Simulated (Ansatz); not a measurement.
## AgI

Method: PBEsol, scalar-relativistic; no spin polarisation; PAW, 420 eV, Γ-centred 8×8×8 mesh, 0.05 eV Gaussian smearing; code Ansatz; PAW files: Ansatz's generated set soft_2.

```xyz
2
Lattice="0.0000 3.2249 3.2249 3.2249 0.0000 3.2249 3.2249 3.2249 0.0000" Properties=species:S:1:pos:R:3 pbc="T T T"
Ag    0.0000    0.0000    0.0000
I     4.8374    4.8374    4.8374
```

The chain of runs began from a cell as deposited in COD, expanded in volume. Of that entry: the entry's cell lengths or inner coordinates differ somewhat from later room-temperature determinations.

The run above is the reference. The same cell was run again with other input settings; several of them aren't fit for production, so the rows show the settings' effect and aren't properties of the material.

| keys changed | outcome | ΔE (meV/atom) | P (GPa) | gap on the mesh (eV) | cell moment (μB) | largest force component (eV/Å) | SCF iterations | rough core-seconds | new warnings |
| --- | --- | --- | --- | --- | --- | --- | --- | --- | --- |
| none (reference) | converged | 0.0 | 0.0 | 1.20 | – | 0.000 | – | – | – |
| kpoints.mp_grid.grid: [8, 8, 8] → [4, 4, 4]; scf.occupations.method: "gaussian" → "methfessel_paxton"; scf.occupations.width: 0.05 → 0.2 | converged | 11.2 | 0.2 | 1.19 | – | 0.000 | 6 | 1.9 | – |
| scf.eigensolver.kind: "davidson"; hamiltonian.hubbard: {"sites": [{"species": "Ag", "l": "d", "u_eff": 4.0}], "double_counting": "amf"} | converged | – | 0.0 | 1.20 | – | 0.000 | 8 | 12 | – |
| hamiltonian.dispersion: "d3bjatm"; hamiltonian.xc: "pbesol" → "lda" | converged | – | -3.4 | 1.05 | – | 0.000 | 6 | 5 | dispersion damping borrowed |
| scf.convergence.dr2_threshold: 0.0001 | converged | 0.0 | 0.0 | 1.20 | – | 0.000 | 6 | 5 | force scf threshold loose; stress scf threshold loose |
| scf.convergence.dr2_threshold: 1e-09 | converged | 0.0 | 0.0 | 1.20 | – | 0.000 | 7 | 6 | stress scf threshold loose |

These changes also left energy (to 0.1 meV/atom), pressure, gap, moment and forces as in the reference: scf.convergence.dr2_threshold: 1e-06.

ΔE is the energy with the smearing extrapolated to zero. It is left out where the change alters the Hamiltonian or the spin treatment. The varied runs start from atomic densities (corrected by the program's trained start where that serves), with the default search for lower states unless a row changes it.

Problem. What happens with these changes: kpoints.mp_grid.grid: [8, 8, 8] → [3, 3, 3]; scf.n_extra_bands: 32?

Solution. outcome converged, ΔE (meV/atom) 55.4, P (GPa) 0.7, gap on the mesh (eV) 1.18, largest force component (eV/Å) 0.000, SCF iterations 6, rough core-seconds 2.4.

Problem. What happens with these changes: scf.algorithm: "density_mixing"; kpoints.mp_grid.grid: [8, 8, 8] → [4, 4, 4]?

Solution. outcome converged, ΔE (meV/atom) 11.2, P (GPa) 0.2, gap on the mesh (eV) 1.19, largest force component (eV/Å) 0.000, SCF iterations 6, rough core-seconds 2.2.

The pair part of a dispersion correction pulls inward (a three-body part mostly pushes out), and in metals and ionic crystals with large ions it often overbinds.

Of the reference: Kohn–Sham gaps of semilocal functionals lie under measured ones, often by a third or more. These numbers lack spin–orbit coupling.
